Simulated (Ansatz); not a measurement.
# Fe: which structure wins at one pressure

Which of bcc, hcp, omega, sc, beta tin has the lowest enthalpy for Fe at one common pressure? The runs shown use LAPW. Companion runs by PAW are cited.

Method: DFT, PBE, all-electron LAPW, scalar-relativistic, in Ansatz 0.2.0.

1 further run of the same task is left out (it didn't finish).

### 1 The structure to begin with

The structure is cubic, space group Im-3m (No. 229). Conventional cell: a = 2.117 Å, b = 2.117 Å, c = 2.117 Å, α = 90.00°, β = 90.00°, γ = 90.00°. Fe (site symmetry m-3m) is surrounded by 8 Fe at 1.83 Å.

Coordinates:

```cif
data_structure
_symmetry_space_group_name_H-M 'P 1'
_symmetry_Int_Tables_number 1
_cell_length_a 1.8338
_cell_length_b 1.8338
_cell_length_c 1.8338
_cell_angle_alpha 109.471
_cell_angle_beta 109.471
_cell_angle_gamma 109.471
_cell_volume 4.75
loop_
_atom_site_label
_atom_site_type_symbol
_atom_site_fract_x
_atom_site_fract_y
_atom_site_fract_z
_atom_site_occupancy
Fe1 Fe 0.00000 0.00000 0.00000 1
```

### 2 Bcc relaxed under pressure, LAPW

Input file input.yaml:

```yaml
crystal:
  lattice:
    - [-1.0587460636, 1.0587460636, 1.0587460636]
    - [1.0587460636, -1.0587460636, 1.0587460636]
    - [1.0587460636, 1.0587460636, -1.0587460636]
  atoms:
    - { symbol: Fe, position: [0.0, 0.0, 0.0], spin: 2.5 }
magnetization:
  spin_polarized: true
kpoints:
  mp_grid: { grid: [25, 25, 25] }
scf:
  occupations: { method: fermi_dirac, width: 0.08 }
hamiltonian:
  xc: pbe
  pseudopotentials: { kind: all_electron, lapw: { basis_error: 0.0005 } }
output:
  forces: true
  stress: true
  eigenvalues: true
relax:
  f_tol: 0.005
  max_steps: 12
  cell: { p_target: 1200.0, stress_tol: 0.6 }
```

Launch:

```sh
ansatz run input.yaml --threads 2 --pin off --max-ram 7168MiB --backend cpu --events-out ev --progress --plain --runs-dir out
```

After this run come: Hcp relaxed under pressure, LAPW; Omega relaxed under pressure, LAPW; Sc relaxed under pressure, LAPW.

Q: Predict the outcome of this session. Wanted: pressure; lowest (for each run or level that gives them).

As calculated:

```
     quantity                            value
     pressure                         1200 GPa
lowest (LAPW)  hcp, 584.5 meV/atom under omega
 lowest (PAW)  hcp, 588.0 meV/atom under omega
```

In words: By LAPW the order is hcp < omega < bcc < sc. By PAW the order is hcp < omega < bcc < beta tin < sc. Only these structures were tried, with electrons smeared by 0.08 eV and without vibrations, so the true ground state may be another. The k meshes differ between phases and weren't tested, which can move differences by some meV.
